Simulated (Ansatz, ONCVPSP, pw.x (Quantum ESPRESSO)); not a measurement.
# What a changed setting does to a pw.x run (fcc Sc)

Potential: optimised norm-conserving Vanderbilt (ONCV), ONCVPSP 4.0.1, PBE; core [Ne], reference 3s2 3p6 3d1; waves: 3s: rc 1.25 bohr, ncon 5, nbas 8, qcut 8.4 1/bohr, 2 projectors, debl 2.5 Ha; 3p: rc 1.55 bohr, ncon 4, nbas 8, qcut 9.7 1/bohr, 2 projectors, debl 0.4 Ha; 3d: rc 1.70 bohr, ncon 5, nbas 10, qcut 8.2 1/bohr, 2 projectors, debl 3.7 Ha; f scattering state at 0.12 Ha: rc 1.40 bohr, ncon 5, nbas 10, qcut 7.4 1/bohr, 2 projectors, debl 1.1 Ha; local part: polynomial inside 0.90 bohr (lpopt 5, dvloc0 0 Ha); core correction: polynomial model core, fcfact 0.2. In the s channel the program set the typed energies aside and used -2.587, 0.250 Ha. In the p channel the program set the typed energies aside and used -1.799, 0.250 Ha.

The reference run (k-mesh 12³, cutoffs 135/540 Ry, Fermi–Dirac 0.01 Ry, mixing_beta 0.4, conv_thr 1e-9, no spin) gives 0.05 GPa at 24.855 Å³/atom, where all-electron LAPW gives 0.01 GPa. This run, with its own iteration cap, changes conv_thr to 0.0001.

```
&control
  calculation='scf', prefix='x', pseudo_dir='./', outdir='./tmp', tstress=.true., disk_io='none'
/
&system
  ibrav=0, nat=1, ntyp=1, ecutwfc=135, ecutrho=540, nbnd=13,
  occupations='smearing', smearing='fd', degauss=0.01
/
&electrons
  conv_thr=0.0001, mixing_beta=0.4, electron_maxstep=60
/
ATOMIC_SPECIES
Sc 1.0 Sc.UPF
CELL_PARAMETERS angstrom
  0.00000000 2.31629884 2.31629884
  2.31629884 0.00000000 2.31629884
  2.31629884 2.31629884 0.00000000
ATOMIC_POSITIONS crystal
Sc 0.0000 0.0000 0.0000
K_POINTS automatic
12 12 12 0 0 0
```

```bash
pw.x < Sc.scf.in > Sc.scf.out
```

Question: How does the run end?

Answer: It converges in 5 iterations; the free energy moves by +0.3 meV/atom and the pressure by -0.44 GPa.

```
Message from routine setup:
     using ibrav=0 with symmetry is DISCOURAGED, use correct ibrav instead
     lattice parameter (alat)  =       6.1903  a.u.
     unit-cell volume          =     167.7299 (a.u.)^3
     number of electrons       =        11.00
     number of Kohn-Sham states=           13
     kinetic-energy cutoff     =     135.0000  Ry
     charge density cutoff     =     540.0000  Ry
     scf convergence threshold =      1.0E-04
     Exchange-correlation= PBE
     number of k points=    72  Fermi-Dirac smearing, width (Ry)=  0.0100
     iteration #  1     ecut=   135.00 Ry     beta= 0.40
     total energy              =     -99.96117830 Ry
     estimated scf accuracy    <       4.75508337 Ry
     iteration #  2     ecut=   135.00 Ry     beta= 0.40
     total energy              =    -100.11910117 Ry
     estimated scf accuracy    <       0.49420754 Ry
     iteration #  3     ecut=   135.00 Ry     beta= 0.40
     total energy              =    -100.24343298 Ry
     estimated scf accuracy    <       0.01935532 Ry
     iteration #  4     ecut=   135.00 Ry     beta= 0.40
     total energy              =    -100.24801144 Ry
     estimated scf accuracy    <       0.00879172 Ry
     iteration #  5     ecut=   135.00 Ry     beta= 0.40
     the Fermi energy is     9.2054 ev
!    total energy              =    -100.24964464 Ry
     estimated scf accuracy    <       0.00008240 Ry
     smearing contrib. (-TS)   =      -0.00850360 Ry
     The total energy is F=E-TS. E is the sum of the following terms:
     one-electron contribution =     -38.17318732 Ry
     hartree contribution      =      21.16337992 Ry
     xc contribution           =     -19.86067903 Ry
     ewald contribution        =     -63.37065460 Ry
     convergence has been achieved in   5 iterations
          total   stress  (Ry/bohr**3)                   (kbar)     P=       -3.86
     Message from routine punch:
     Nothing written, as per user request (disk_io='none')
```

The run took about 47 s on one core of a shared server CPU.
